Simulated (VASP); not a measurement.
# Na (I4/mmm) in VASP: electric field gradients with PBE

Aim: the electric field gradients of Na with PBE.

Program: VASP 6.6.1. These are calculated values, not measurements. Logs are shortened: lines on timing, memory, paths and dates and some standing lists are left out, and cuts for length are marked.

### 1 The cell of the first run

It takes space group I4/mmm (No. 139, tetragonal). Conventional cell: a = 4.153 Å, b = 4.153 Å, c = 4.404 Å, α = 90.00°, β = 90.00°, γ = 90.00°. Na (site symmetry 4/mmm) has 12 Na at 3.67 to 4.15 Å as nearest neighbours.

### 2 Electric field gradients, PBE (z stretched by +4 % at fixed volume)

File INCAR:

```
PREC = Accurate
ENCUT = 520
EDIFF = 1E-8
ISMEAR = -1
SIGMA = 0.05
LREAL = False
LASPH = True
NELM = 80
ALGO = Normal
ISIF = 2
LWAVE = False
LCHARG = False
GGA = PE
LEFG = True
NBANDS = 10
```

File KPOINTS:

```
regular mesh
0
Gamma
  12 12 12
```

File POSCAR:

```
Na
1.0
   -2.0763795808      2.0763795808      2.2022000000
    2.0763795808     -2.0763795808      2.2022000000
    2.0763795808      2.0763795808     -2.2022000000
Na
1
Direct
    0.0000000000      0.0000000000      0.0000000000
```

Potentials or basis: VASP PAW PBE potentials, release 64 (Na_pv).

On the command line:

```
cat potpaw_PBE.64/Na_pv/POTCAR > POTCAR
mpirun -np 1 vasp_std > vasp.out
```

OUTCAR:

```text
PREC = Accurate
   ENCUT = 520
   EDIFF = 1E-8
   ISMEAR = -1
   LREAL = False
   LASPH = True
   NELM = 80
   ISIF = 2
   GGA = PE

 ion  position               nearest neighbor table
   1  0.000  0.000  0.000-

  LATTYP: Found a body centered tetragonal cell.
 ALAT       =     4.1527591616
 C/A-ratio  =     1.0605960588

  Lattice vectors:

 A1 = (  -2.0763795808,   2.0763795808,   2.2022000000)
 A2 = (   2.0763795808,  -2.0763795808,   2.2022000000)
 A3 = (   2.0763795808,   2.0763795808,  -2.2022000000)

Analysis of symmetry for initial positions (statically):
=====================================================================
 Subroutine PRICEL returns:
 Original cell was already a primitive cell.

 Routine SETGRP: Setting up the symmetry group for a
 body centered tetragonal supercell.

 Subroutine GETGRP returns: Found 16 space group operations
 (whereof 16 operations were pure point group operations)
 out of a pool of 16 trial point group operations.

The static configuration has the point symmetry D_4h.

Analysis of symmetry for dynamics (positions and initial velocities):
=====================================================================
 Subroutine PRICEL returns:
 Original cell was already a primitive cell.

 Routine SETGRP: Setting up the symmetry group for a
 body centered tetragonal supercell.

 Subroutine GETGRP returns: Found 16 space group operations
 (whereof 16 operations were pure point group operations)
 out of a pool of 16 trial point group operations.

The dynamic configuration has the point symmetry D_4h.

 Subroutine INISYM returns: Found 16 space group operations
 (whereof 16 operations are pure point group operations),
 and found     1 'primitive' translations

----------------------------------------------------------------------------------------

                                     Primitive cell

  volume of cell :      37.9778

  direct lattice vectors                    reciprocal lattice vectors
[... 123 lines left out ...]

 Free energy of the ion-electron system (eV)
  ---------------------------------------------------
  ext. energy  EPLUGINS =         0.00000000
  ---------------------------------------------------
  free energy    TOTEN  =        -1.31107172 eV

  energy without entropy =       -1.30644568  energy(sigma->0) =       -1.30875870

 E-fermi :   0.2436     XC(G=0):  -6.4396

 val. band max:        0.2264420465   @ k =  -0.1667  -0.4167   0.1667
 cond. band min:       0.2510876377   @ k =   0.5000   0.2500  -0.0000
 fundamental gap:      0.0246455912
 Fermi energy:         0.2435742268

 k-point     1 :       0.0000    0.0000    0.0000
  band No.  band energies     occupation
      1     -24.6604      2.00000
      2     -24.6604      2.00000
      3     -24.6602      2.00000
      4      -2.9672      2.00000
      5      11.5777      0.00000
      6      11.5777      0.00000
      7      12.4208      0.00000
      8      12.4348      0.00000
      9      13.0266      0.00000
     10      13.2462      0.00000
[... 287 lines left out ...]
 k-point    24 :      -0.4167    0.1667   -0.0000
  band No.  band energies     occupation
      1     -24.6853      2.00000
      2     -24.6698      2.00000
      3     -24.6629      2.00000
      4      -0.6987      2.00000
      5       4.4245      0.00000
      6       6.3535      0.00000
      7       8.7995      0.00000
      8      11.4577      0.00000
      9      12.3010      0.00000
     10      14.3247      0.00000

 [... further k-points ...]

------------------------ aborting loop because EDIFF is reached ----------------------------------------

  FORCE on cell =-STRESS in cart. coord.  units (eV):
  Direction    XX          YY          ZZ          XY          YZ          ZX
  --------------------------------------------------------------------------------------
  -------------------------------------------------------------------------------------
  Total       -0.0508220     -0.0508220     -0.0385302      0.0000000      0.0000000      0.0000000
  in kB       -2.1440348     -2.1440348     -1.6254788      0.0000000      0.0000000      0.0000000
  external PRESSURE =      -1.9711828 kB  Pullay stress =       0.0000000 kB

 VOLUME and BASIS-vectors are now :
 -----------------------------------------------------------------------------
  energy-cutoff  :      520.00
  volume of cell :       37.98
      direct lattice vectors                 reciprocal lattice vectors
    -2.076379581  2.076379581  2.202200000     0.000000000  0.240803755  0.227045682
     2.076379581 -2.076379581  2.202200000     0.240803755  0.000000000  0.227045682
     2.076379581  2.076379581 -2.202200000     0.240803755  0.240803755  0.000000000

 POSITION                                       TOTAL-FORCE (eV/Angst)
 -----------------------------------------------------------------------------------
      0.00000      0.00000      0.00000        -0.000000      0.000000      0.000000
 -----------------------------------------------------------------------------------
    total drift:                               -0.000000     -0.000000     -0.000000

  FREE ENERGIE OF THE ION-ELECTRON SYSTEM (eV)
  ---------------------------------------------------
  free  energy   TOTEN  =        -1.3110717177 eV

  energy  without entropy=       -1.3064456807  energy(sigma->0) =       -1.30875870

 Electric field gradients (V/A^2)
---------------------------------------------------------------------
 ion       V_xx      V_yy      V_zz      V_xy      V_xz      V_yz
---------------------------------------------------------------------
   1       0.039     0.039    -0.078    -0.004    -0.003    -0.003
---------------------------------------------------------------------

 Electric field gradients after diagonalization (V/A^2)
 (convention: |V_zz| > |V_xx| > |V_yy|)
----------------------------------------------------------------------
 ion       V_xx      V_yy      V_zz     asymmetry (V_yy - V_xx)/ V_zz
----------------------------------------------------------------------
   1       0.043     0.036    -0.079       0.090
----------------------------------------------------------------------

           NMR quadrupolar parameters

 Cq : quadrupolar parameter    Cq=e*Q*V_zz/h
 eta: asymmetry parameters     (V_yy - V_xx)/ V_zz
 Q  : nuclear electric quadrupole moment in mb (millibarn)
----------------------------------------------------------------------
 ion       Cq(MHz)       eta       Q (mb)
----------------------------------------------------------------------
   1      -0.000       0.090       1.000
----------------------------------------------------------------------
```

OSZICAR:

```text
N       E                     dE             d eps       ncg     rms          rms(c)
DAV:   1     0.283451808356E+02    0.28345E+02   -0.37851E+03  3260   0.576E+02
DAV:   2    -0.683745534574E+00   -0.29029E+02   -0.28900E+02  3326   0.148E+02
DAV:   3    -0.130674604330E+01   -0.62300E+00   -0.62256E+00  3992   0.236E+01
DAV:   4    -0.131158515624E+01   -0.48391E-02   -0.48387E-02  3860   0.206E+00
DAV:   5    -0.131165338297E+01   -0.68227E-04   -0.68226E-04  3700   0.240E-01    0.204E-01
DAV:   6    -0.131131454676E+01    0.33884E-03   -0.48419E-04  3836   0.263E-01    0.137E-01
DAV:   7    -0.131107879677E+01    0.23575E-03   -0.99105E-04  3666   0.314E-01    0.158E-02
DAV:   8    -0.131107140445E+01    0.73923E-05   -0.45774E-05  4010   0.111E-01    0.232E-03
DAV:   9    -0.131107170356E+01   -0.29911E-06   -0.23398E-07  3732   0.491E-03    0.104E-03
DAV:  10    -0.131107172061E+01   -0.17047E-07   -0.57213E-08  3704   0.234E-03    0.135E-04
DAV:  11    -0.131107171772E+01    0.28858E-08   -0.11513E-09  2184   0.316E-04
   1 F= -.13110717E+01 E0= -.13087587E+01  d E =-.462604E-02
```

It took 20 s on 1 thread of Intel Xeon Platinum 8488C (Sapphire Rapids), shared host; peak memory 0.18 GiB.

Results:

| Property | Result |
| --- | --- |
| Free energy | -1.3111 eV |
| Pressure | -0.2 GPa |
| Band gap on the k mesh | none (metal or under the smearing width) |

Electric field gradients, principal values (V/Å²):
| atom | Vxx | Vyy | Vzz |
| --- | --- | --- | --- |
| 1 Na | 0.036 | 0.043 | -0.079 |
